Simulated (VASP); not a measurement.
Write the native input for VASP 6.6.1 that does the following.

```yaml
Task: single point
Functional: PBE
Dispersion: D3(BJ)
Potentials_or_basis: VASP PAW PBE potentials, release 64 (Zr_sv)
Cutoff: 520 eV
k_mesh: 12 × 12 × 14
Occupations: gaussian, width 0.1 eV
Spin: no spin polarisation
Dipole_correction: no
Further_INCAR_settings: ALGO = Fast; EDIFF = 1e-06; NBANDS = 25
```

The structure of Zr lies in POSCAR:

```
Zr
1.0
    4.9724172280      0.0000000000      0.0000000000
   -2.4862086140      4.3062396377      0.0000000000
    0.0000000000      0.0000000000      3.1075790763
Zr
3
Direct
    0.6666666667      0.3333333333      0.5000000000
    0.3333333333      0.6666666667      0.5000000000
    0.0000000000      0.0000000000      0.0000000000
```

The cell was built by a generator and needn't be a form met in nature.

The cell isn't the ideal one: relaxed again under DFT PBE+D3(BJ), scalar-relativistic, plane waves, PAW.

The input as run:

INCAR

```
PREC = Accurate
ENCUT = 520
EDIFF = 1E-6
ISMEAR = 0
SIGMA = 0.1
LREAL = F
LASPH = T
NELM = 100
ALGO = Fast
ISIF = 2
LWAVE = F
LCHARG = F
GGA = PE
IVDW = 12
NBANDS = 25
```

KPOINTS

```
regular mesh
0
Gamma
  12 12 14
```

Potentials or basis: VASP PAW PBE potentials, release 64 (Zr_sv).

Run with:

```console
$ cat potpaw_PBE.64/Zr_sv/POTCAR > POTCAR
$ mpirun -np 1 vasp_std > vasp.out
```

Results of the run:

```
Pressure                   : 0.0 GPa
Band gap on the k mesh     : none (metal or under the smearing width)
Dispersion energy per atom : -0.555 eV
```

Caveat: pairwise dispersion overbinds metals, which lowers pressure and volume.

Wall time 5.9 min on 1 thread of Intel(R) Xeon(R) Platinum 8488C (Sapphire Rapids), on a shared host, peak memory 0.32 GiB.
